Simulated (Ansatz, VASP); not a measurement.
**Two plane-wave programs on CaO**

```
Ca O
1.0
    -1.69616    1.69616    2.68072
     1.69616   -1.69616    2.68072
     1.69616    1.69616   -2.68072
Ca O
1 1
Direct
  0.00061 0.00061 0.00000
  0.57139 0.57139 0.00000
```

Change from the starting cell: species swapped into the SnP type (I4mm, No. 107).

Alike in both runs: task single point; functional PBE; k mesh 8 × 8 × 8; occupations gaussian, width 0.1 eV; no spin polarisation.

|  | VASP | Ansatz |
| --- | --- | --- |
| version | VASP 6.6.1 | Ansatz 0.2.0 |
| potentials or method | VASP PAW PBE potentials, release 64 (Ca_sv, O) | scalar-relativistic, plane waves, PAW |
| plane-wave cutoff (eV) | 520 | 420 |
| valence electrons in the cell | 16 | 16 |

```csv
,VASP,Ansatz,Ansatz less VASP
gap on the k mesh at the Fermi level (eV),3.92,3.93,+0.010
least direct gap on the mesh (eV),3.92,3.93,+0.010
pressure (GPa),-3.9,-4.4,-0.43
largest component of the traceless stress (GPa),0.07,0.03,-0.032
rms of the force components (eV/Å),0.178,0.167,-0.0109
```

Atom by atom the forces differ by 0.011 eV/Å (rms over components). The functional is the same, so the differences come from potentials, cutoffs and numerics.

A k mesh can miss the band edges.
